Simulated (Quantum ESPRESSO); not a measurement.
## SrO (Fm-3m): the LO frequency by hand

How high does the longitudinal optical mode of SrO (Fm-3m) lie, given the transverse one, the Born charge and ε∞?

Main program and level: Quantum ESPRESSO 7.5; DFT LDA, scalar-relativistic, plane waves, PseudoDojo norm-conserving pseudopotentials.

The database entry behind the starting cell differs from later determinations by our own check (about 0.5 % short), so it need not match the best structure at ambient conditions.

## 1. The relaxed structure

It takes space group Fm-3m (No. 225, cubic). The conventional cell has a = 5.061 Å, b = 5.061 Å, c = 5.061 Å, α = 90.00°, β = 90.00°, γ = 90.00°. Nearest to Sr lie 6 O at 2.53 Å. Nearest to O lie 6 Sr at 2.53 Å. Farther neighbours and most contacts between anions are not listed.

As a file:

```
CELL_PARAMETERS angstrom
0.00000 2.53052 2.53052
2.53052 0.00000 2.53052
2.53052 2.53052 0.00000
ATOMIC_POSITIONS crystal
Sr 0.50000 0.50000 0.50000
O 0.00000 0.00000 0.00000
```

This is the cell after its relaxation at this level of theory, not the database cell from which that began.

## 2. What the response run gave

A linear-response run on the relaxed cell, with the response to an electric field; only its zone-centre results are used. Cutoff 84 Ry, k mesh 6×6×6.

The log of the run:

```text
[banners, grids, parts of the stress and lines that vanish by symmetry left out]
Program PHONON v.7.5
     Reading xml data from directory:

[...]
Exchange-correlation= PW
                           (   1   4   0   0   0   0   0)
[...]
kinetic-energy cut-off    =      84.0000  Ry
     charge density cut-off    =     336.0000  Ry
     convergence threshold     =      1.0E-18
[...]
Exchange-correlation= PW
                           (   1   4   0   0   0   0   0)
[...]
q = (   0.0000000   0.0000000   0.0000000 )
     49 Sym.Ops. (with q -> -q+G )
     G cutoff =  389.2496  (  22659 G-vectors)     FFT grid: ( 40, 40, 40)
     number of k points=    16
[...]
Mode symmetry, O_h (m-3m)  point group:
[...]
Dielectric constant
[...]
End of electric fields calculation
          Dielectric constant in cartesian axis
          (       3.876848138      -0.000000000       0.000000000 )
          (      -0.000000000       3.876848138       0.000000000 )
          (       0.000000000       0.000000000       3.876848138 )
          Effective charges (d Force / dE) in cartesian axis without acoustic sum rule applied (asr)
           atom    1  Sr    Mean Z*:        2.47779
      Ex  (        2.47779        0.00000        0.00000 )
      Ey  (        0.00000        2.47779        0.00000 )
      Ez  (        0.00000        0.00000        2.47779 )
           atom    2  O     Mean Z*:       -2.48137
      Ex  (       -2.48137       -0.00000       -0.00000 )
      Ey  (       -0.00000       -2.48137       -0.00000 )
      Ez  (       -0.00000       -0.00000       -2.48137 )
          Effective charges Sum: Mean:       -0.00358
[...]
Effective charges (d Force / dE) in cartesian axis with asr applied:
           atom    1  Sr    Mean Z*:        2.47958
[...]
atom    2  O     Mean Z*:       -2.47958
[...]
Representation #   1 modes #   1   2   3
[...]
End of self-consistent calculation
     Convergence has been achieved
     Representation #   2 modes #   4   5   6
[...]
End of self-consistent calculation
     Convergence has been achieved
[...]
Dielectric constant in cartesian axis
          (       3.876848138      -0.000000000       0.000000000 )
          (      -0.000000000       3.876848138       0.000000000 )
          (       0.000000000       0.000000000       3.876848138 )
          Effective charges (d Force / dE) in cartesian axis without acoustic sum rule applied (asr)
           atom    1  Sr    Mean Z*:        2.47779
      Ex  (        2.47779        0.00000        0.00000 )
      Ey  (        0.00000        2.47779        0.00000 )
      Ez  (        0.00000        0.00000        2.47779 )
           atom    2  O     Mean Z*:       -2.48137
      Ex  (       -2.48137       -0.00000       -0.00000 )
      Ey  (       -0.00000       -2.48137       -0.00000 )
      Ez  (       -0.00000       -0.00000       -2.48137 )
          Effective charges Sum: Mean:       -0.00358
[...]
Effective charges (d Force / dE) in cartesian axis with asr applied:
           atom    1  Sr    Mean Z*:        2.47958
[...]
atom    2  O     Mean Z*:       -2.47958
[...]
q = (    0.000000000   0.000000000   0.000000000 )
[...]
freq (    1) =       0.025679 [THz] =       0.856549 [cm-1]
     freq (    2) =       0.025679 [THz] =       0.856549 [cm-1]
     freq (    3) =       0.025679 [THz] =       0.856549 [cm-1]
     freq (    4) =       6.488066 [THz] =     216.418582 [cm-1]
     freq (    5) =       6.488066 [THz] =     216.418582 [cm-1]
     freq (    6) =       6.488066 [THz] =     216.418582 [cm-1]
[...]
Mode symmetry, O_h (m-3m)  point group:
     freq (   1-   3) =          0.9  [cm-1]   --> T_1u G_15  G_4- I
     freq (   4-   6) =        216.4  [cm-1]   --> T_1u G_15  G_4- I

   JOB DONE.
```

| quantity | value |
| --- | --- |
| cell volume Ω (Å³) | 32.409 |
| mass of Sr (u) | 87.620 |
| mass of O (u) | 15.999 |
| Born charge of Sr, raw (e) | 2.478 |
| Born charge of O, raw (e) | -2.481 |
| ε∞ | 3.877 |
| ω(TO) after the sum rule (cm⁻¹) | 216.4 |

## 3. The calculation

The charges must sum to zero over the cell; taking off their mean, -0.002 e, leaves Z* = 2.480 e on Sr. In the polar mode Sr moves against O, so the reduced mass is μ = 87.62 × 16.00 / 103.62 = 13.529 u.

A longitudinal wave builds up a field that adds to the restoring force: ω(LO)² = ω(TO)² + 4π Z*² / (μ Ω ε∞), in Hartree atomic units. With μ = 24661 electron masses and Ω = 218.70 bohr³ the second term is 3.6951e-06 Ha², or 177989 cm⁻² (1 Ha = 219474.6 cm⁻¹).

So ω(LO) = √(46833 + 177989) = 474.2 cm⁻¹, and by the Lyddane-Sachs-Teller relation ε₀ = ε∞ (ω(LO)/ω(TO))² = 18.61.

## 4. Check against the program

The analysis program adds the same non-analytic term to the full matrix, here for q along (1 0 0).

The log of the run:

```text
[banner, memory and clock lines left out]
Program DYNMAT v.7.5

     Reading Dynamical Matrix from file g.dyn
     ...Force constants read
     ...epsilon and Z* read

     Polarizability (A^3 units)
     multiply by 0.510478 for Clausius-Mossotti correction
         7.419393   -0.000000    0.000000
        -0.000000    7.419393    0.000000
         0.000000    0.000000    7.419393

     IR activities are in (D/A)^2/amu units

# mode   [cm-1]    [THz]      IR
    1     -0.00   -0.0000    0.0000
    2      0.00    0.0000    0.0000
    3      0.00    0.0000    0.0000
    4    216.41    6.4877   10.4850
    5    216.41    6.4877   10.4850
    6    474.15   14.2146   10.4850
```

ε₀ comes from the program's run without a direction of q.

| quantity | by hand | program |
| --- | --- | --- |
| ω(LO) (cm⁻¹) | 474.2 | 474.1 |
| ε₀ | 18.61 | 18.61 |

## 5. Outcome

| Item | Value |
| --- | --- |
| TO mode | 216.4 cm⁻¹ |
| LO mode | 474.1 cm⁻¹ |
| static dielectric constant | 18.61 |

In words: The LO mode of SrO (Fm-3m) lies at 474 cm⁻¹, 258 cm⁻¹ above the TO mode; the formula meets the program within 0.1 cm⁻¹, as it must for a cubic crystal with one polar mode. ω(LO)² − ω(TO)² goes with Z*²/ε∞: an error of 5 % in ε∞ would move the LO mode by 9.0 cm⁻¹, and semilocal functionals tend to overestimate ε∞. These are harmonic values at zero temperature, at the volume of this functional, for the structure held cubic; stability elsewhere in the zone is no part of this calculation.

[Host names and launcher messages were left out of these logs when they were recorded.]

[Logs are printed without paths, hosts, clocks, repeated set-up lines and the standing remarks that a program may print on its own settings, such as how far it seeks lower states.]

[Hosts, paths, dates, database ids (printed as entryN), source tags and the programs' standing remarks are cut or masked in the printed files.]
